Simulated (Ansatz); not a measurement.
**How settings move the results for La**

```
La
1.0
     3.75000    0.00000    0.00000
    -1.87500    3.24760    0.00000
     0.00000    0.00000    6.07000
La
2
Cartesian
  0.0000 2.1651 1.5175
  1.8750 1.0825 4.5525
```

Atom numbers follow the list: La1, La2.

The cell is COD entry 9008503, as deposited and not checked against the literature; nothing was relaxed. It differs from other determinations.

No spin–orbit coupling, which matters for the heavy atoms here.

Computed with DFT, PBE, all-electron LAPW, scalar-relativistic (Ansatz 0.2.0).

The runs use a Γ-centred 11×11×6 k mesh, Fermi–Dirac smearing of 0.05 eV, basis error target 0.25 meV/atom, no spin polarisation. One setting is then changed at a time.

| filling | energy at zero smearing less the base's (meV/atom) | P (GPa) | cutoff chosen (eV) |
| --- | --- | --- | --- |
| Fermi–Dirac 0.05 eV (base) | 0.0 | 0.47 | 140 |
| tetrahedron | -1.3 | – | 140 |
| Gaussian 0.2 eV | -0.6 | 0.53 | 140 |
| Gaussian 0.05 eV | 0.0 | 0.44 | 140 |
| Fermi–Dirac 0.15 eV | -3.5 | 0.72 | 140 |
| Fermi–Dirac 0.28 eV | -3.6 | 1.32 | 140 |
